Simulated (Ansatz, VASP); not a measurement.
# One calculation of MnSb, two programs

```
Sb Mn
1.0
     4.13000    0.00000    0.00000
    -2.06500    3.57668    0.00000
     0.00000    0.00000    5.80000
Sb Mn
2 2
Cartesian
  0.0000 2.3845 1.4500
  2.0650 1.1922 4.3500
  0.0000 0.0000 0.0000
  0.0000 0.0000 2.9000
```

Alike in both runs: task single point; functional PBE; k mesh 8 × 8 × 5; occupations gaussian, width 0.05 eV; collinear spin.

```csv
,VASP,Ansatz
version,VASP 6.6.1,Ansatz 0.2.0
potentials or method,"VASP PAW PBE potentials, release 64 (Sb, Mn_pv)","PAW, plane waves, scalar-relativistic"
plane-wave cutoff (eV),520,420
valence electrons in the cell,36,60
```

```csv
,VASP,Ansatz,Ansatz less VASP
pressure (GPa),-2.7,-2.7,+0.03
largest component of the traceless stress (GPa),1.16,1.17,+0.008
net moment per atom (μB),1.68,1.68,+0.001
size of the moment on the site where the two differ most (μB),3.40,3.43,+0.032
```

Site moments also hang on the region over which each program counts them. The two sets of potentials don't hold the same shells in valence.

The runs have no spin-orbit coupling, so splittings on Sb are missing.
